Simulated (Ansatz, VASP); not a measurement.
Sr: VASP beside Ansatz

Contents of INCAR:

```
  PREC = Accurate
  ENCUT = 520
  EDIFF = 1E-7
  ISMEAR = 0
  SIGMA = 0.03
  LREAL = False
  LASPH = True
  NELM = 80
  ALGO = Normal
  ISIF = 2
  LWAVE = False
  LCHARG = False
  GGA = PS
  NBANDS = 11
```

KPOINTS

```
regular mesh
0
Gamma
  10 10 10
```

Contents of POSCAR:

```
Sr
1.0
   -0.0152117500      3.0423500000      3.0423500000
    3.0423500000     -0.0152117500      3.0423500000
    3.0271382500      3.0271382500      0.0000000000
Sr
1
Direct
    0.0000000000      0.0000000000      0.0000000000
```

Input for Ansatz:

```yaml
crystal:
  lattice:
    - [-0.01521175, 3.04235, 3.04235]
    - [3.04235, -0.01521175, 3.04235]
    - [3.02713825, 3.02713825, 0.0]
  atoms:
    - { symbol: Sr, position: [0.0, 0.0, 0.0] }
basis:
  ecutwfc: 420
kpoints:
  mp_grid: { grid: [10, 10, 10] }
hamiltonian:
  xc: pbesol
scf:
  occupations: { method: gaussian, width: 0.03 }
output:
  forces: true
  stress: true
  eigenvalues: true
```

Change from the starting cell: strain -0.0100 x Voigt [0, 0, 0, 0, 0, 1], atoms carried along.

Alike in both runs: task single point; functional PBEsol; k mesh 10 × 10 × 10; occupations gaussian, width 0.03 eV; no spin polarisation.

|  | VASP | Ansatz |
| --- | --- | --- |
| version | VASP 6.6.1 | Ansatz 0.2.0 |
| potentials or method | VASP PAW PBE potentials, release 64 (Sr_sv) | scalar-relativistic, plane waves, PAW |
| plane-wave cutoff (eV) | 520 | 420 |
| valence electrons in the cell | 10 | 10 |

|  | VASP | Ansatz | Ansatz less VASP |
| --- | --- | --- | --- |
| gap on the k mesh at the Fermi level (eV) | none | none | - |
| pressure (GPa) | -0.9 | -0.9 | -0.01 |

A gap of «none» marks a metal or a gap that the smearing closes.

Caveats: the PAW data sets were made with another functional, which shifts forces and pressure a little (VASP).
